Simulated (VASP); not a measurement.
Crystal: Ca.

```
Ca
1.0
     0.00000    3.26352    6.76378
     1.99707    0.00000    6.76378
     1.99707    3.26352    0.00000
Ca
2
Direct
  0.13407 0.13407 0.86593
  0.86593 0.86593 0.13407
```

The cell was built by a generator and needn't be a form met in nature.

| Item | Value |
| --- | --- |
| Program | VASP 6.6.1 |
| Task | relaxation of cell and atoms |
| Functional | PBE |
| Potentials or basis | VASP PAW PBE potentials, release 64 (Ca_sv) |
| Cutoff | 600 eV |
| k mesh | 6 × 6 × 6 |
| Occupations | gaussian, width 0.1 eV |
| Spin | no spin polarisation |

At the start: pressure -0.4 GPa; volume 44.08 Å³/atom.

Problem. Where does the relaxation end?

Solution. Over 5 steps the energy falls by 6.0 meV/atom and the volume is 42.89 Å³/atom (-2.7 %); space group Fmmm (No. 69, to 0.05 Å).

The path:
| step | energy change (eV) | largest force (eV/Å) | pressure (GPa) | volume (Å³) |
| --- | --- | --- | --- | --- |
| 1 | 0.0000 | 0.0941 | -0.36 | 88.17 |
| 2 | -0.0086 | 0.0876 | -0.14 | 86.91 |
| 3 | -0.0102 | 0.0823 | 0.00 | 86.10 |
| 4 | -0.0111 | 0.0635 | 0.00 | 86.02 |
| 5 | -0.0121 | 0.0072 | -0.01 | 85.79 |

Final structure:
```
CELL_PARAMETERS angstrom
0.00000 3.17228 6.79755
1.98914 0.00000 6.79755
1.98914 3.17228 0.00000
ATOMIC_POSITIONS crystal
Ca 0.13218 0.13218 0.86782
Ca 0.86782 0.86782 0.13218
```
